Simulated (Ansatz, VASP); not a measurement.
# Sn in VASP and in Ansatz

```xyz
3
Lattice="1.6636 0.9605 8.2544 -1.6636 0.9605 8.2544 0.0000 -1.9210 8.2544" Properties=species:S:1:pos:R:3 pbc="T T T"
Sn    0.0000    0.0000    0.0000
Sn    0.0000    0.0000    5.5109
Sn    0.0000    0.0000   19.2525
```

Alike in both runs: functional PBEsol; k mesh 15 × 15 × 15; occupations gaussian, width 0.1 eV; no spin polarisation.

Ansatz relaxed the structure, and its values are those at the end. VASP's run is a single point on that final structure, the one shown.

|  | VASP | Ansatz |
| --- | --- | --- |
| version | VASP 6.6.1 | Ansatz 0.2.0 |
| potentials or method | VASP PAW PBE potentials, release 64 (Sn_d) | scalar-relativistic, plane waves, PAW |
| plane-wave cutoff (eV) | 520 | 420 |
| valence electrons in the cell | 42 | 42 |

|  | VASP | Ansatz | Ansatz less VASP |
| --- | --- | --- | --- |
| gap on the k mesh at the Fermi level (eV) | none | none | - |
| pressure (GPa) | -0.1 | 0.0 | +0.08 |

A gap of «none» marks a metal or a gap that the smearing closes. The functional is the same, so the differences come from potentials, cutoffs and numerics.

Caveats: the PAW data sets were made with another functional, which shifts forces and pressure a little (VASP).
